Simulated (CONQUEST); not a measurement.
A run of CONQUEST 1.3 is set up as follows.

Contents of Conquest_input:

```
IO.Title Hf
IO.Coordinates coords.dat
IO.FractionalAtomicCoords T
IO.Iprint 2
IO.Iprint_init 1
General.NumberOfSpecies 1
General.PseudopotentialType hamann
AtomMove.TypeOfRun static
AtomMove.FullStress T
Grid.GridCutoff 120
DM.SolutionMethod diagon
Diag.MPMesh T
Diag.GammaCentred T
Diag.MPMeshX 7
Diag.MPMeshY 7
Diag.MPMeshZ 7
Diag.kT 0.00183747
minE.SCTolerance 1e-6
SC.MaxIters 100
IO.AtomChargeOutput T
%block ChemicalSpeciesLabel
1 178.490 Hf
%endblock
```

Contents of coords.dat:

```
    6.8219113099     0.0000000000     0.0000000000
    0.0000000000     6.8219113099     0.0000000000
    0.0000000000     0.0000000000     6.8219113099
2
  0.0000000000   0.0000000000   0.0000000000 1 T T T
  0.5000000000   0.5000000000   0.5000000000 1 T T T
```

Potentials or basis: PseudoDojo NC PBE, SZP, grid cutoff 120 Ha.

The run is started by

```sh
$ OMP_NUM_THREADS=1 Conquest
```

Problem. What does it give for the band gap on the k mesh?

Solution. None (metal or under the smearing width).

Problem. Predict the pressure.

Solution. -4.5 GPa.

Caveat: the atomic basis is small; the box holds several primitive cells, so bands are folded and the points are those of the box's own zone; the basis of atomic orbitals isn't converged, which shifts pressures, moduli and gaps. The run has no spin-orbit coupling, so splittings on Hf are missing.
